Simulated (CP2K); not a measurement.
Runs of CP2K 2026.2 on AlRu. It takes space group Pm-3m (No. 221, cubic). Conventional cell: a = 2.992 Å, b = 2.992 Å, c = 2.992 Å, α = 90.00°, β = 90.00°, γ = 90.00°. Ru (site symmetry m-3m) has 8 Al at 2.59 Å as nearest neighbours. Al (site symmetry m-3m) is surrounded by 8 Ru at 2.59 Å. 

| task | level | potentials or basis | smearing | EPS_DEFAULT | NGRIDS | CUTOFF of the grids | points a segment of the path (NPOINTS) | bands added on the path | gap on the mesh (eV) | pressure (GPa) | V0 of scaled cells (Å³/atom) | B0 (GPa) |
| --- | --- | --- | --- | --- | --- | --- | --- | --- | --- | --- | --- | --- |
| equation of state | LDA | GTH_POTENTIALS Ru GTH-PADE-q16, Al GTH-PADE-q3; TZVP-MOLOPT-PBE-GTH basis | fermi-dirac 0.05 eV | 1.0E-10 | 4 | 450 Ry | - | - | - | - | 12.84 | 237 |
| equation of state | PBE | POTENTIAL_UZH Ru GTH-PBE-q16, Al GTH-PBE-q3; TZVP-MOLOPT-PBE-GTH basis | fermi-dirac 0.05 eV | 1.0E-10 | 5 | 450 Ry | - | - | - | - | (a) | (b) |
| single point | PBE | POTENTIAL_UZH Ru GTH-PBE-q16, Al GTH-PBE-q3; TZVP-MOLOPT-PBE-GTH basis | fermi-dirac 0.05 eV | 1.0E-10 | 5 | 450 Ry | - | - | none | 3.7 | - | - |
| band structure | PBEsol | POTENTIAL_UZH Ru GTH-PBE-q16, Al GTH-PBE-q3; TZVP-MOLOPT-PBE-GTH basis | fermi-dirac 0.05 eV | 1.0E-9 | 5 | 450 Ry | 6 | 2 | none | -0.4 | - | - |
| band structure | r2SCAN | POTENTIAL_UZH Ru GTH-SCAN-q16, Al GTH-SCAN-q3; TZVP-MOLOPT-SCAN-GTH basis | fermi-dirac 0.0259 eV | 1.0E-10 | 4 | 675 Ry | 6 | 6 | none | 3.5 | - | - |
| band structure | LDA | GTH_POTENTIALS Ru GTH-PADE-q16, Al GTH-PADE-q3; TZVP-MOLOPT-PBE-GTH basis | fermi-dirac 0.0259 eV | 1.0E-10 | 4 | 450 Ry | 6 | 6 | none | -9.0 | - | - |

Alike in all rows: no spin polarisation; cell as given; k mesh 9 × 9 × 9.

Problem. Fill in the values left out.

Solution. (a) 13.63; (b) 200.

Caveats: the basis of atomic orbitals isn't converged, which shifts pressures, moduli and gaps; the potentials were made for another functional, which shifts forces and pressure (some runs).

A k mesh can miss the band edges, and the runs leave out spin-orbit coupling on Ru.

A gap of «none» marks a metal or a gap under the smearing width.

Not every run made on this cell is shown here.
